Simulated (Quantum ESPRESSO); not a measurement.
**InPd: equation of state with PBE**

The system is InPd.

```
In Pd
1.0
     0.00000    2.74607    2.74607
     2.74607    0.00000    2.74607
     2.74607    2.74607    0.00000
In Pd
1 1
Direct
  0.00000 0.00000 0.00000
  0.50000 0.50000 0.50000
```

The cell was built by a generator and needn't be a form met in nature.

```yaml
Program: Quantum ESPRESSO 7.5
Task: equation of state
Functional: PBE
Potentials_or_basis: SSSP 1.3 efficiency PBE
Cutoff: 816 eV
Density_cutoff: 5987 eV
k_mesh: 8 × 8 × 8
Occupations: fermi-dirac, width 0.05 eV
Spin: no spin polarisation
Mixing_beta: 0.5
Most_SCF_iterations: 120
SCF_threshold: 4e-10 Ry
```

| Quantity | Value |
| --- | --- |
| Equilibrium volume | 20.77 Å³/atom |
| Bulk modulus | 85 GPa |
| Pressure derivative of the bulk modulus | 5.4 |

Energy against volume, from the lowest point:
```tsv
volume (Å³/atom)	energy (meV/atom)
19.465	25.05
19.880	11.16
20.294	3.05
20.708	0.00
21.122	1.44
21.536	6.84
21.950	15.63
```

All runs of the series together: 3.2 min on 1 thread of Arm Neoverse V2 (shared host).
